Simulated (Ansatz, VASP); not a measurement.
## Two plane-wave programs on BN

```
B N
1.0
     4.55540    0.00000    0.00000
     0.00000    4.55540    0.00000
     0.00000    0.00000    2.47270
B N
4 4
Direct
  0.17428 0.82572 0.50000
  0.32572 0.32572 0.00000
  0.67428 0.67428 0.00000
  0.82572 0.17428 0.50000
  0.81261 0.81261 0.50000
  0.31261 0.68739 0.00000
  0.68739 0.31261 0.00000
  0.18739 0.18739 0.50000
```

Alike in both runs: task single point; functional PBE; k mesh 6 × 6 × 10; occupations gaussian, width 0.05 eV; no spin polarisation.

```csv
,VASP,Ansatz
version,VASP 6.6.1,Ansatz 0.2.0
potentials or method,"VASP PAW PBE potentials, release 64 (B, N)","scalar-relativistic, plane waves, PAW"
plane-wave cutoff (eV),520,520
valence electrons in the cell,32,32
```

```csv
,VASP,Ansatz,Ansatz less VASP
gap on the k mesh at the Fermi level (eV),4.75,4.76,+0.010
least direct gap on the mesh (eV),5.94,5.95,+0.011
pressure (GPa),-6.4,-6.7,-0.27
largest component of the traceless stress (GPa),32.16,31.86,-0.300
rms of the force components (eV/Å),0.185,0.178,-0.0062
```

Atom by atom the forces differ by 0.011 eV/Å (rms over components). The functional is the same, so the differences come from potentials, cutoffs and numerics.

A k mesh can miss the band edges. As with any semilocal functional, this PBE gap is likely too small.
